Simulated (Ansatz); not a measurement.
Write the native input for Ansatz 0.2.0 that does the following.

```yaml
Task: band structure
Functional: LDA
Potentials_or_basis: all-electron LAPW, scalar-relativistic
Cutoff: 347 eV (chosen from the basis error)
Basis_error_allowed: 0.001 eV/atom
k_mesh: 11 × 11 × 11
Occupations: fermi-dirac, width 0.05 eV
Spin: no spin polarisation
```

GaN:

```
Ga N
1.0
     0.00000    2.13524    2.13524
     2.13524    0.00000    2.13524
     2.13524    2.13524    0.00000
Ga N
1 1
Direct
  0.00000 0.00000 0.00000
  0.50000 0.50000 0.50000
```

Measurements of this composition are mostly on another form, of space group No. 186.

The input as run:

input.yaml

```yaml
crystal:
  lattice:
    - [0.0, 2.135235, 2.135235]
    - [2.135235, 0.0, 2.135235]
    - [2.135235, 2.135235, 0.0]
  atoms:
    - { symbol: Ga, position: [0.0, 0.0, 0.0] }
    - { symbol: "N", position: [0.5, 0.5, 0.5] }
kpoints:
  mp_grid: { grid: [11, 11, 11] }
  band_path:
    path:
      - [0.0, 0.0, 0.0]
      - [0.5, 0.0, 0.5]
      - [0.5, 0.25, 0.75]
      - [0.375, 0.375, 0.75]
      - [0.0, 0.0, 0.0]
      - [0.5, 0.5, 0.5]
      - [0.625, 0.25, 0.625]
      - [0.5, 0.25, 0.75]
    npoints: 6
scf:
  occupations: { method: fermi_dirac, width: 0.05 }
hamiltonian:
  xc: lda
  pseudopotentials: { kind: all_electron, lapw: { basis_error: 0.001 } }
output:
  forces: true
  stress: true
  eigenvalues: true
```

Potentials or basis: all-electron LAPW, scalar-relativistic.

Launch:

```sh
$ ansatz run input.yaml --threads 1 --pin off --max-ram 3072MiB --backend cpu --events-out ev --progress --plain --runs-dir out
```

It gave:

```yaml
Pressure: -13.5 GPa
Band_gap_on_the_k_mesh: 0.34 eV, indirect (least direct gap 2.42 eV)
Band_gap_along_the_path: 0.19 eV, indirect (least direct gap 2.42 eV)
```

Caveat: the mesh misses the band edges, which the band path finds closer together.

Wall time 12 s on 1 thread of Arm Neoverse V1 (shared host), peak memory 0.3 GiB.
